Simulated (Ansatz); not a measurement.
## A series in volume per atom on NiO

All results are calculated (Ansatz 0.2.0). Periodic Kohn-Sham DFT of a crystal at fixed atoms; pressure and stress are positive in compression; the energy is the free energy less that of spherical unpolarised free atoms; site moments are those in the method's own spheres, positive along +z.

Cell of the first row (space group Fm-3m, No. 225):
```
NiO
1.0
      0.0000     2.0490     2.0490
      2.0490     0.0000     2.0490
      2.0490     2.0490     0.0000
Ni O
1 1
Direct
  0.00000 0.00000 0.00000
  0.50000 0.50000 0.50000
```

Settings of every row: method all-electron LAPW; functional PBE; relativity scalar; k mesh 15x15x15; filling fermi-dirac; smearing width 0.03 eV; basis error target 0.25 meV/atom; nucleus gaussian.

Atom:
| element | start moment (bohr magneton) |
| --- | --- |
| Ni | 1.5 |
| O | 0 |

Limits: semilocal functional can close the gap of open d or f salts; with one magnetic atom in the cell only parallel moments are possible.

| row | volume per atom (Å³) | pressure (GPa) | energy less free atoms (eV/atom) | cell moment (bohr magneton) |
| --- | --- | --- | --- | --- |
| 1 | 8.602 | 17.587 | -6.5226 | 1.625 |
| 2 | 8.964 | 8.539 | -6.5517 | 1.734 |
| 3 | 9.147 | ? | ? | ? |
| 4 | 9.329 | 1.232 | -6.5626 | 1.841 |
| 5 | 9.695 | -5.02 | -6.5581 | 1.905 |

Question: what pressure and energy less free atoms should row 3 give?

Worked fit of pressure. Take u = (V_r/V)^(2/3) − 1 with V_r = 9.1465 Å³ an atom, which is twice the finite (Eulerian) strain; such expansions in the strain, on which the Birch-Murnaghan equation of state is built, carry the rest volume and the bulk modulus. The shown rows have u = 0.04177, 0.01353, -0.01308, -0.03808. Least squares give pressure = 4.7019 + 280.015 × u + 668.16 × u² GPa; a straight line predicts inner rows, each left out in turn, worse (root mean square 0.69 against 0.17 GPa). The rows lie off it by 0.023, -0.074, 0.078, -0.028 (root mean square 0.057 GPa). The pressure vanishes at u = -0.0175, or V = 9.392 Å³ an atom, and there the bulk modulus at fixed shape and fractions is B = −V dP/dV = (2/3)(1 + u) dP/du = 168 GPa. The withheld row has u = -4e-05, so the fit gives 4.7019 + 280.015 × (-4e-05) + 668.16 × (-4e-05)² = 4.691 GPa.

The calculation gave 4.71 GPa. The fit lies 0.019 GPa (0.084 % of the column's range) below it; its largest miss of a shown row is 0.078 GPa.

Worked fit of energy less free atoms. Take u = (V_r/V)^(2/3) − 1 with V_r = 9.1465 Å³ an atom, which is twice the finite (Eulerian) strain; such expansions in the strain, on which the Birch-Murnaghan equation of state is built, carry the rest volume and the bulk modulus. The shown rows have u = 0.04177, 0.01353, -0.01308, -0.03808. Least squares give energy less free atoms = −6.55925 + 0.4028 × u + 11.368 × u² eV/atom; a straight line predicts inner rows, each left out in turn, worse (root mean square 0.011 against 5e-05 eV/atom). All shown rows lie on it to the printed digit. Its lowest point lies at u = -0.0177, or V = 9.395 Å³ an atom, and the curvature there gives the bulk modulus at fixed shape and fractions, B = (4/9)(1 + u)² E″(u)/V = 166 GPa. The withheld row has u = -4e-05, so the fit gives −6.55925 + 0.4028 × (-4e-05) + 11.368 × (-4e-05)² = -6.5593 eV/atom.

The calculation gave -6.5592 eV/atom. The fit lies 0.0001 eV/atom (0.25 % of the column's range) below it, one unit of the last digit.

The other values of row 3: cell moment 1.791 bohr magneton.
